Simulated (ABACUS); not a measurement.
# Ta (Im-3m) in ABACUS: settings compared

Aim: see how the results for Ta move with the level of theory and the settings. Levels: RPBE, SOGGA, r2SCAN. Tasks: relaxation of cell and atoms.

All numbers are computed with ABACUS 3.10.1; they aren't measurements. Logs are shortened: lines on timing, memory, paths and dates and some standing lists are left out, and cuts for length are marked.

### 1 Starting point

Symmetry: Im-3m, No. 229, cubic system. The conventional cell has a = 3.303 Å, b = 3.303 Å, c = 3.303 Å, α = 90.00°, β = 90.00°, γ = 90.00°. Ta (site symmetry m-3m) has 8 Ta at 2.86 Å as nearest neighbours.

### 2 Relaxation of cell and atoms, RPBE

File INPUT:

```
INPUT_PARAMETERS
suffix              Ta
calculation         cell-relax
basis_type          lcao
pseudo_dir          ./
orbital_dir         ./
symmetry            1
dft_functional      GGA_X_RPBE+GGA_C_PBE
ecutwfc             100
pseudo_rcut         7
nspin               1
nbands              18
ks_solver           genelpa
smearing_method     fd
smearing_sigma      0.00367493
scf_thr             1e-07
scf_nmax            100
mixing_type         broyden
mixing_beta         0.7
cal_force           1
cal_stress          1
out_mul             1
relax_nmax          60
force_thr_ev        0.005
relax_method        cg
out_stru            1
stress_thr          0.2
```

File STRU:

```
ATOMIC_SPECIES
Ta 180.9479 Ta_ONCV_PBE-1.2.upf

NUMERICAL_ORBITAL
Ta_confined-atom_7au_3s2p2d2f.orb

LATTICE_CONSTANT
1.8897261246

LATTICE_VECTORS
-1.6512800000 1.6512800000 1.6512800000
1.6512800000 -1.6512800000 1.6512800000
1.6512800000 1.6512800000 -1.6512800000

ATOMIC_POSITIONS
Cartesian

Ta
0.0
1
0.0000000000 0.0000000000 0.0000000000 1 1 1
```

File KPT:

```
K_POINTS
0
Gamma
8 8 8 0 0 0
```

Potentials or basis: SG15 ONCV 1.2 PBE, DZP LCAO (the cutoffs set its grid).

The run is started by

```console
$ OMP_NUM_THREADS=1 mpirun -np 4 abacus > log
```

running log:

```text
ABACUS v3.10.1

               Atomic-orbital Based Ab-initio Computation at UStc

 ------------------------------------------------------------------------------------

 READING GENERAL INFORMATION
                           global_out_dir = OUT.Ta/
                           global_in_card = INPUT
                               pseudo_dir = ./
                              orbital_dir = ./
                                    DSIZE = 4
                                    GSIZE = 1

 READING UNITCELL INFORMATION
                                    ntype = 1
                  lattice constant (Bohr) = 1.88973
              lattice constant (Angstrom) = 1

 READING ATOM TYPE 1
                               atom label = Ta
                      L=0, number of zeta = 3
                      L=1, number of zeta = 2
                      L=2, number of zeta = 2
                      L=3, number of zeta = 2
             number of atom for this type = 1

                        TOTAL ATOM NUMBER = 1
CARTESIAN COORDINATES ( UNIT =       1.889726124600 Bohr ).
    atom                   x                   y                   z     mag                  vx                  vy                  vz
tauc_Ta1            0.0000000000        0.0000000000        0.0000000000  0.0000        0.0000000000        0.0000000000        0.0000000000

                          Volume (Bohr^3) = 121.54
                             Volume (A^3) = 18.0103

 Lattice vectors: (Cartesian coordinate: in unit of a_0)
             -1.65128            +1.65128            +1.65128
             +1.65128            -1.65128            +1.65128
             +1.65128            +1.65128            -1.65128
 Reciprocal vectors: (Cartesian coordinate: in unit of 2 pi/a_0)
                   +0           +0.302795           +0.302795
            +0.302795                  +0           +0.302795
            +0.302795           +0.302795                  +0
 The esolver type has been set to : ksdft_lcao

                PAO radial cut off (Bohr) = 7

 Read in pseudopotential file is Ta_ONCV_PBE-1.2.upf
                     pseudopotential type = NC
          exchange-correlation functional = PBE
                 nonlocal core correction = 0
                        valence electrons = 27
                                     lmax = 3
                           number of zeta = 0
                     number of projectors = 8
                           L of projector = 0
                           L of projector = 0
                           L of projector = 1
                           L of projector = 1
                           L of projector = 2
                           L of projector = 2
                           L of projector = 3
                           L of projector = 3
 XC functional updated to : GGA_X_RPBE+GGA_C_PBE
          exchange-correlation functional = GGA_X_RPBE+GGA_C_PBE
     initial pseudo atomic orbital number = 0

 SETUP THE ELECTRONS NUMBER
            electron number of element Ta = 27
      total electron number of element Ta = 27
            AUTOSET number of electrons:  = 27
                           occupied bands = 14
[... 66 lines left out ...]
              PURE POINT GROUP OPERATIONS = 48
                   SPACE GROUP OPERATIONS = 48
                              POINT GROUP = O_h
               POINT GROUP IN SPACE GROUP = O_h

 SETUP K-POINTS
                                    nspin = 1
                   Input type of k points = Monkhorst-Pack(Gamma)
                                   nkstot = 512
                       right hand lattice = 1
(for reciprocal lattice: )
                             BRAVAIS TYPE = 3
                     BRAVAIS LATTICE NAME = 03. Cubic F (face-centered)
                                    ibrav = 3
                       right hand lattice = 1
(for k-lattice: )
                             BRAVAIS TYPE = 3
                     BRAVAIS LATTICE NAME = 03. Cubic F (face-centered)
                                    ibrav = 3
                       right hand lattice = 1
                        ROTATION MATRICES = 48
                               nkstot_ibz = 29
K-POINTS REDUCTION ACCORDING TO SYMMETRY
     IBZ    DIRECT_X    DIRECT_Y    DIRECT_Z  WEIGHT  ibz2bz
       1  0.00000000  0.00000000  0.00000000  0.0020       0
       2 -0.12500000  0.12500000  0.00000000  0.0234       1
       3 -0.25000000  0.25000000  0.00000000  0.0234       2
       4 -0.37500000  0.37500000  0.00000000  0.0234       3
       5  0.50000000  0.50000000  0.00000000  0.0117       4
       6 -0.25000000  0.12500000  0.12500000  0.0469       9
[... 21 lines left out ...]
      28  0.50000000  0.50000000  0.37500000  0.0234     228
      29  0.50000000  0.50000000  0.50000000  0.0020     292

                               nkstot now = 29
[... K-POINTS DIRECT COORDINATES: 29 rows ...]

           k-point number in this process = 29
       minimum distributed K point number = 29
[... stars of the k points ...]

[... K-POINTS CARTESIAN COORDINATES: 29 rows ...]

[... K-POINTS DIRECT COORDINATES: 29 rows ...]

 SETUP PLANE WAVES FOR WAVE FUNCTIONS
     energy cutoff for wavefunc (unit:Ry) = 100
              fft grid for wave functions = [ 36, 36, 36 ]
                    number of plane waves = 3367
                         number of sticks = 307

 PARALLEL PW FOR WAVE FUNCTIONS
     PROC   COLUMNS(POT)             PW
        1             77            842
        2             77            842
        3             77            842
        4             76            841
 --------------- sum -------------------
        4            307           3367

 SET NONLOCAL PSEUDOPOTENTIAL PROJECTORS
 max number of nonlocal projetors among all species is 8

 -------------------------------------------
 STEP OF RELAXATION : 1
 -------------------------------------------

 SETUP SEARCHING RADIUS FOR PROGRAM TO SEARCH ADJACENT ATOMS
                  longest orb rcut (Bohr) = 7
   longest nonlocal projector rcut (Bohr) = 3.02
                     search radius (Bohr) = 20
              searching radius is (Bohr)) = 20
         searching radius unit is (Bohr)) = 1.89
                         PeriodicBoundary = 1
                        Radius(unit:lat0) = 10.6
                                   glayer = [ 6, 6, 6 ]
                             glayer_minus = [ 5, 5, 5 ]

Find the coordinate range of the input atom(unit:lat0).
                                  min_tau = [ -24.8, -24.8, -24.8 ]
                                  max_tau = [ 24.8, 24.8, 24.8 ]
                                BoxNumber = [ 11, 11, 11 ]

 SETUP EXTENDED REAL SPACE GRID FOR GRID INTEGRATION
                          real space grid = [ 36, 36, 36 ]
                 big cell numbers in grid = [ 12, 12, 12 ]
             meshcell numbers in big cell = [ 3, 3, 3 ]
                        extended fft grid = [ 20, 20, 20 ]
                dimension of extened grid = [ 53, 53, 53 ]
                            UnitCellTotal = 125
              Atom number in sub-FFT-grid = 1
    Local orbitals number in sub-FFT-grid = 33
                                ParaV.nnr = 43061
                                 init_chg = atomic

 LCAO ALGORITHM --------------- ION=   1  ELEC=   1--------------------------------

 Density error is 0.0271159847848
----------------------------------------------------------
     Energy           Rydberg                 eV
----------------------------------------------------------
 E_KohnSham     -496.7737532021      -6758.9536603948
 E_Harris       -500.2659441128      -6806.4673552833
 E_Fermi        2.2315299416         30.3615224636
----------------------------------------------------------
[... 826 lines left out ...]
 Largest gradient in stress is 0.032707 kbar.
 Threshold is 0.200000 kbar.

 Relaxation is converged!

 --------------------------------------------
 !FINAL_ETOT_IS -6759.0961299903383406 eV
 --------------------------------------------
```

stdout:

```text
ABACUS v3.10.1

               Atomic-orbital Based Ab-initio Computation at UStc

 dft_functional readin is: GGA_X_RPBE+GGA_C_PBE
 dft_functional in pseudopot file is: PBE
 Please make sure this is what you need
[... 179 lines left out ...]
----------------------------------------------------------------
 TOTAL-STRESS (KBAR)
----------------------------------------------------------------
        -0.0327068910         0.0000000000        -0.0000000000
        -0.0000000000        -0.0327068910         0.0000000000
         0.0000000000        -0.0000000000        -0.0327068910
----------------------------------------------------------------
 TOTAL-PRESSURE: -0.032707 KBAR

 ETOT DIFF (eV)       : 0.000000
 LARGEST GRAD (eV/A)  : 0.000000
```

mulliken.txt:

```text
 7
CALCULATE THE MULLIkEN ANALYSIS FOR EACH ATOM
 Total charge:	27
Decomposed Mulliken populations
0                             Zeta of Ta              Spin 1
[... 36 lines left out ...]
SUM OVER M                                           13.9964
fz^3                                   1              0.0125
fxz^2                                  1              0.0305
fyz^2                                  1              0.0168
fzx^2-zy^2                             1              0.0144
fxyz                                   1              0.0118
fx^3-3*xy^2                            1              0.0241
f3yx^2-y^3                             1              0.0151
SUM OVER M                                            0.1252
SUM OVER M+Zeta                                      14.1216

SUM OVER M+Zeta+L                                    27.0000

Total Charge on atom:                 Ta             27.0000
```

Wall time 29 s (4 MPI ranks of Intel Xeon Platinum 8259CL at 2.50GHz (Skylake/Cascade Lake), shared host); peak memory 0.4 GiB.

What came out:

| Item | Value |
| --- | --- |
| Free energy | -6759.0961 eV |
| Relaxed volume | 18.84 Å³/atom |
| Relaxed cell | a = 2.904 Å, b = 2.904 Å, c = 2.904 Å, α = 109.47°, β = 109.47°, γ = 109.47° |
| Space group after relaxing (to 0.05 Å) | Im-3m (No. 229) |
| Energy gained by relaxing | 22.5 meV/atom |
| Ionic steps | 8 |
| Pressure after relaxing | 0.0 GPa |

Step by step:
| step | energy change (eV) | largest force (eV/Å) | pressure (GPa) | volume (Å³) |
| --- | --- | --- | --- | --- |
| 1 | 0.0000 | 0.0000 | 9.02 | 18.01 |
| 2 | 0.0807 | 0.0000 | -14.79 | 20.89 |
| 3 | -0.0225 | 0.0000 | -0.34 | 18.88 |
| 4 | -0.0225 | 0.0000 | -0.34 | 18.88 |
| 5 | -0.0224 | 0.0000 | 0.59 | 18.78 |
| 6 | -0.0225 | 0.0000 | -0.03 | 18.85 |
| 7 | -0.0225 | 0.0000 | -0.03 | 18.85 |
| 8 | -0.0225 | 0.0000 | 0.00 | 18.84 |

Final structure:
```yaml
crystal:
  lattice:
    - [-1.67638, 1.67638, 1.67638]
    - [1.67638, -1.67638, 1.67638]
    - [1.67638, 1.67638, -1.67638]
  atoms:
    - { symbol: Ta, position: [0.00000, 0.00000, 0.00000] }
```

Caveat: the atomic orbitals were generated for these runs and aren't a published set; the potentials were made for another functional, which shifts forces and pressure; the basis of atomic orbitals isn't converged, which shifts pressures, moduli and gaps. Spin-orbit coupling is left out, which matters for the levels of Ta.

### 3 Relaxation of cell and atoms, SOGGA

INPUT, as its differences from that of step 2:

```diff
@@ -7,3 +7,3 @@
 symmetry            1
-dft_functional      GGA_X_RPBE+GGA_C_PBE
+dft_functional      GGA_X_SOGGA+GGA_C_PBE
 ecutwfc             100
```

STRU is that of step 2.

KPT is that of step 2.

Potentials or basis: SG15 ONCV 1.2 PBE, DZP LCAO (the cutoffs set its grid).

The run is started by

```console
$ OMP_NUM_THREADS=1 mpirun -np 4 abacus > log
```

Run time: 16 s. Hardware: 4 MPI ranks of Intel Xeon Platinum 8259CL at 2.50GHz (Skylake/Cascade Lake), shared host; peak memory 0.4 GiB.

The run converged. Its results:

```
Free energy                            : -6749.4250 eV
Relaxed volume                         : 17.55 Å³/atom
Relaxed cell                           : a = 2.835 Å, b = 2.835 Å, c = 2.835 Å, α = 109.47°, β = 109.47°, γ = 109.47°
Space group after relaxing (to 0.05 Å) : Im-3m (No. 229)
Energy gained by relaxing              : 8.0 meV/atom
Ionic steps                            : 4
Pressure after relaxing                : 0.0 GPa
```

Step by step:
| step | energy change (eV) | largest force (eV/Å) | pressure (GPa) | volume (Å³) |
| --- | --- | --- | --- | --- |
| 1 | 0.0000 | 0.0000 | -5.36 | 18.01 |
| 2 | 0.0459 | 0.0000 | 16.45 | 16.43 |
| 3 | -0.0080 | 0.0000 | -0.15 | 17.56 |
| 4 | -0.0080 | 0.0000 | -0.01 | 17.55 |

Final structure:
```yaml
crystal:
  lattice:
    - [-1.63694, 1.63694, 1.63694]
    - [1.63694, -1.63694, 1.63694]
    - [1.63694, 1.63694, -1.63694]
  atoms:
    - { symbol: Ta, position: [0.00000, 0.00000, 0.00000] }
```

Caveat: the atomic orbitals were generated for these runs and aren't a published set; the potentials were made for another functional, which shifts forces and pressure; the basis of atomic orbitals isn't converged, which shifts pressures, moduli and gaps.

### 4 Relaxation of cell and atoms, r2SCAN

INPUT, as its differences from that of step 3:

```diff
@@ -7,3 +7,3 @@
 symmetry            1
-dft_functional      GGA_X_SOGGA+GGA_C_PBE
+dft_functional      MGGA_X_R2SCAN+MGGA_C_R2SCAN
 ecutwfc             100
@@ -21,2 +21,3 @@
 cal_stress          1
+mixing_tau          1
 out_mul             1
```

STRU is that of step 3.

KPT is that of step 3.

The run is started by

```console
$ OMP_NUM_THREADS=1 mpirun -np 4 abacus > log
```

Run time: 6.9 min. Hardware: 4 MPI ranks of Intel Xeon Platinum 8259CL at 2.50GHz (Skylake/Cascade Lake), shared host; peak memory 0.44 GiB.

Results (log left out):

```yaml
Free_energy: -6740.1467 eV
Relaxed_volume: 17.00 Å³/atom
Relaxed_cell: a = 2.806 Å, b = 2.806 Å, c = 2.806 Å, α = 109.47°, β = 109.47°, γ = 109.47°
Space_group_after_relaxing_to_0.05_Å: Im-3m (No. 229)
Energy_gained_by_relaxing: 38.4 meV/atom
Ionic_steps: 32
Pressure_after_relaxing: 0.0 GPa
```

The path:
```csv
step,energy change (eV),largest force (eV/Å),pressure (GPa),volume (Å³)
1,0.0000,0.0000,-11.59,18.01
2,0.2404,0.0000,43.73,14.72
3,-0.0383,0.0000,-0.85,17.07
4,-0.0384,0.0000,-0.13,17.01
5,-0.0384,0.0000,-0.12,17.01
6,-0.0384,0.0000,-0.11,17.01
7,-0.0384,0.0000,-0.11,17.01
8,-0.0384,0.0000,-0.11,17.01
9,-0.0384,0.0000,-0.11,17.01
10,-0.0384,0.0000,-0.11,17.01
11,-0.0384,0.0000,-0.11,17.01
12,-0.0384,0.0000,-0.11,17.01
13,-0.0384,0.0000,-0.11,17.01
14,-0.0384,0.0000,-0.11,17.01
15,-0.0384,0.0000,-0.11,17.01
16,-0.0384,0.0000,-0.10,17.01
17,-0.0384,0.0000,-0.10,17.01
18,-0.0384,0.0000,-0.10,17.01
19,-0.0384,0.0000,-0.10,17.01
20,-0.0384,0.0000,-0.10,17.01
21,-0.0384,0.0000,-0.10,17.01
22,-0.0384,0.0000,-0.09,17.01
23,-0.0384,0.0000,-0.09,17.01
24,-0.0384,0.0000,-0.08,17.01
25,-0.0384,0.0000,-0.08,17.01
26,-0.0384,0.0000,-0.07,17.01
27,-0.0384,0.0000,-0.06,17.01
28,-0.0384,0.0000,-0.05,17.01
29,-0.0384,0.0000,-0.05,17.01
30,-0.0384,0.0000,-0.03,17.00
31,-0.0384,0.0000,-0.03,17.00
32,-0.0384,0.0000,-0.01,17.00
```

Final structure:
```yaml
crystal:
  lattice:
    - [-1.61991, 1.61991, 1.61991]
    - [1.61991, -1.61991, 1.61991]
    - [1.61991, 1.61991, -1.61991]
  atoms:
    - { symbol: Ta, position: [0.00000, 0.00000, 0.00000] }
```

Caveat: the atomic orbitals were generated for these runs and aren't a published set; the potentials were made for another functional, which shifts forces and pressure; the basis of atomic orbitals isn't converged, which shifts pressures, moduli and gaps.

### 5 Summary

| level | pressure (GPa) | relaxed volume (Å³/atom) |
| --- | --- | --- |
| RPBE | 0.0 | 18.84 |
| SOGGA | 0.0 | 17.55 |
| r2SCAN | 0.0 | 17.00 |

Alike in all rows: task relaxation of cell and atoms; potentials or basis SG15 ONCV 1.2 PBE, DZP LCAO (the cutoffs set its grid); no spin polarisation; cell relaxed; k mesh 8 × 8 × 8; cutoff (eV) 1361; smearing fermi-dirac 0.05 eV.

Caveats: the atomic orbitals were generated for these runs and aren't a published set; the potentials were made for another functional, which shifts forces and pressure; the basis of atomic orbitals isn't converged, which shifts pressures, moduli and gaps.

Total energies depend on the potentials used, so only differences within one code and one set of settings carry meaning.
